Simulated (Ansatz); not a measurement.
Put CdSe in I-43m (No. 217): Cd on 8c; Se on 8c. The cell of CdSe is invented: 4-connected net, two elements alternating.

Method: DFT PBE, scalar-relativistic, plane waves, PAW in Ansatz. Cutoff 420 eV, Γ-centred mesh, Gaussian smearing, no spin polarisation.

The zero of energy is the elements' standard structures at the same level; no fitted shifts are applied.

Question: Give the relaxed lattice parameters and positions.

Answer:

Space group I-43m (No. 217). a = 8.459 Å, b = 8.459 Å, c = 8.459 Å, α = 90.00°, β = 90.00°, γ = 90.00°
```tsv
atom	site	symmetry	x	y	z
Cd	8c	.3m	0.8404	0.1596	0.1596
Se	8c	.3m	0.3366	0.6634	0.3366
```

Cd has 4 Se at 2.59–2.73 Å; around Se lie 4 Cd at 2.59–2.73 Å. Another local minimum with the same sites may exist.

Question: Where does its energy lie, and is it a metal?

Answer: The formation energy is −0.517 eV/atom and the gap on the 6×6×6 mesh of the 8-atom cell is 0.91 eV. A negative formation energy is needed for stability but isn't enough: competing phases decide.

The last run used Gaussian smearing of 0.02 eV. Kohn–Sham gaps at this level usually fall short of measured ones. The reference form of Se is held partly by dispersion forces, which this level lacks. A later test with randomly moved atoms came back to the same energy, though modes that don't fit the test's cell weren't probed.
